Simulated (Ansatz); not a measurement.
# AlNi: the cost of one run

Program: Ansatz 0.2.0. Level of theory: DFT PBE, scalar-relativistic, plane waves, PAW. These are calculated values, not measurements.

1 further run of the same task is left out (set aside as unsound or not needed).

## Step 1: The structure to begin with

The structure is cubic, space group Pm-3m (No. 221). The conventional cell has a = 2.893 Å, b = 2.893 Å, c = 2.893 Å, α = 90.00°, β = 90.00°, γ = 90.00°. Around Al (site symmetry m-3m) lie 8 Ni at 2.51 Å. Around Ni (site symmetry m-3m) lie 8 Al at 2.51 Å.

Coordinates:

```
Al Ni
1.0
     2.89309    0.00000    0.00000
     0.00000    2.89309    0.00000
     0.00000    0.00000    2.89309
Al Ni
1 1
Direct
  0.50000 0.50000 0.50000
  0.00000 0.00000 0.00000
```

It goes back to an entry of the Materials Project, which need not be the stable form.

It is the result of an earlier relaxation at this level (volume 12.11 Å³/atom; gap on the mesh: none (metal)).

## Step 2: Relaxing at -1 GPa

The input, input.yaml:

```yaml
crystal:
  lattice:
    - [2.9027411391, 0.0, 0.0]
    - [0.0, 2.9027411391, 0.0]
    - [0.0, 0.0, 2.9027411391]
  atoms:
    - { symbol: Al, position: [0.5, 0.5, 0.5] }
    - { symbol: Ni, position: [0.0, 0.0, 0.0] }
basis:
  ecutwfc: 420
kpoints:
  mp_grid: { grid: [14, 14, 14] }
hamiltonian:
  xc: pbe
scf:
  occupations: { method: gaussian, width: 0.1 }
output:
  forces: true
  stress: true
  eigenvalues: true
relax:
  adjacent_minimum: "off"
  f_tol: 0.008
  max_steps: 50
  cell: { stress_tol: 0.08, p_target: -1.0 }
```

On the command line:

```
ansatz run input.yaml --threads 1 --pin off --max-ram 2560MiB --backend cpu --events-out ev --progress --plain --runs-dir out
```

What time and memory should one allow on 1 thread of Arm Neoverse V2, shared host?

About 8.4 s, with a peak of 0.33 GiB.
